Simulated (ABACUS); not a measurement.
# ZrB2 in ABACUS: the effect of dispersion

Crystal: ZrB2.

```
Zr B
1.0
     3.17000    0.00000    0.00000
    -1.58500    2.74530    0.00000
     0.00000    0.00000    3.53300
Zr B
1 2
Direct
  0.00000 0.00000 0.00000
  0.66667 0.33333 0.50000
  0.33333 0.66667 0.50000
```

Alike in all runs:

```yaml
Program: ABACUS 3.10.1
Task: equation of state
Functional: PBE
Potentials_or_basis: PseudoDojo NC SR 0.4.1 PBE standard
Cutoff: 1034 eV
Density_cutoff: 4136 eV
Basis: plane waves
k_mesh: 7 × 7 × 6
Occupations: fermi-dirac, width 0.05 eV
Spin: no spin polarisation
```

**Question.** One run gave: V0 of scaled cells 10.08 Å³/atom; B0 243 GPa. Which dispersion did it use?
A. D3(BJ)+ABC
B. D3
C. D2
D. none
E. D3(BJ)

**Answer.** C.

| dispersion | V0 of scaled cells (Å³/atom) | B0 (GPa) |
| --- | --- | --- |
| none | 10.28 | 239 |
| D2 | 10.08 | 243 |
| D3 | 10.07 | 253 |
| D3(BJ) | 10.02 | 250 |
| D3(BJ)+ABC | 10.07 | 249 |

Caveats: the cell was scaled at fixed shape and fractional positions, which overstates the stiffness of a crystal with free parameters, most of all of layers and chains.

Not every run made on this cell is shown here.
